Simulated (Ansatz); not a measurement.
NaF, NiAs type, relaxed with r2SCAN: 4 runs in the plane-wave code Ansatz, each a construction of maximally localised Wannier functions. The symmetry is P6_3/mmc (No. 194, hexagonal); conventional cell a = 3.178 Å, c = 5.568 Å, 12.17 Å³ an atom. Around Na lie 6 F at 2.30 Å; around F lie 6 Na at 2.30 Å. The cell comes from a prototype generator: it can be a known phase or a hypothetical one. Spin polarisation is off.

```yaml
crystal:
  lattice:
    - [3.17755, 0.00000, 0.00000]
    - [-1.58878, 2.75184, 0.00000]
    - [0.00000, 0.00000, 5.56763]
  atoms:
    - { symbol: Na, position: [0.00000, 0.00000, 0.00000] }
    - { symbol: Na, position: [0.00000, 0.00000, 0.50000] }
    - { symbol: F, position: [0.33333, 0.66667, 0.25000] }
    - { symbol: F, position: [0.66667, 0.33333, 0.75000] }
```

Windows count from the top of the filled bands; a dash means that no such window was set (without an outer window there is no disentanglement). Rows marked drawn have settings drawn at random (some not listed).

| functional | SCF mesh | trial orbitals | functions | mesh | window (eV) | frozen (eV) | settings | Ω total (Å²) | Ω invariant (Å²) | largest spread (Å²) | least projectability | interpolation miss of the model's filled bands (eV, to the nearest computed level) |
| --- | --- | --- | --- | --- | --- | --- | --- | --- | --- | --- | --- | --- |
| PBE | 9×9×4 | F p | 6 | 6×6×4 | – | – | chosen | 3.62 | 3.61 | 0.61 | 0.98 | 0.001 |
| r2SCAN | 9×9×4 | F p | 6 | 6×6×4 | – | – | chosen | 3.55 | 3.54 | 0.60 | 0.98 | 0.001 |
| PBE | 9×9×4 | Na s, F p (plain search) | 8 | 6×6×4 | -10.0 to +18.4 | -7.0 to +7.2 | drawn | 10.06 | 9.66 | 3.35 | 0.65 | 0.021 |

Question: Estimate from these rows what the further settings give.
```
functional  SCF mesh  trial orbitals  functions   mesh  window (eV)  frozen (eV)  settings
    r2SCAN     9×9×4        F s, F p          8  6×6×4            –            –    chosen
```

Answer:
```
functional  SCF mesh  trial orbitals  functions   mesh  window (eV)  frozen (eV)  settings  Ω total (Å²)  Ω invariant (Å²)  largest spread (Å²)  least projectability  interpolation miss of the model's filled bands (eV, to the nearest computed level)
    r2SCAN     9×9×4        F s, F p          8  6×6×4            –            –    chosen          6.94              6.48                 0.87                  0.60                                                                               0.012
```
